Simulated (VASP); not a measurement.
Ru, 3 atoms in the cell. The structure is hexagonal, space group P6/mmm (No. 191). Conventional cell: a = 4.464 Å, b = 4.464 Å, c = 2.737 Å, α = 90.00°, β = 90.00°, γ = 120.00°. Around Ru (site symmetry 6/mmm) lie 14 Ru at 2.74 to 2.92 Å. Ru (site symmetry -6m2) is surrounded by 11 Ru at 2.58 to 2.92 Å. The cell was built by a generator and needn't be a form met in nature.

- Program: VASP 6.6.1
- Task: single point
- Functional: PBE
- Potentials or basis: VASP PAW PBE potentials, release 64 (Ru_pv)
- Cutoff: 520 eV
- k mesh: 6 × 6 × 6
- Occupations: gaussian, width 0.1 eV
- Spin: no spin polarisation
- Dipole correction: no
- Further INCAR settings: ALGO = Normal; EDIFF = 1e-07; NBANDS = 28

Potentials or basis: VASP PAW PBE potentials, release 64 (Ru_pv).

Command:

```console
$ cat potpaw_PBE.64/Ru_pv/POTCAR > POTCAR
$ mpirun -np 1 vasp_std > vasp.out
```

Hardware: 1 thread of AMD EPYC 9R45 (Zen 5), with other jobs on the host.

Problem. Estimate the wall time of this run.

Solution. It took 27 s on 1 thread of AMD EPYC 9R45 (Zen 5), with other jobs on the host, peak memory 0.14 GiB. Counts: scf iterations 15, k points 28.
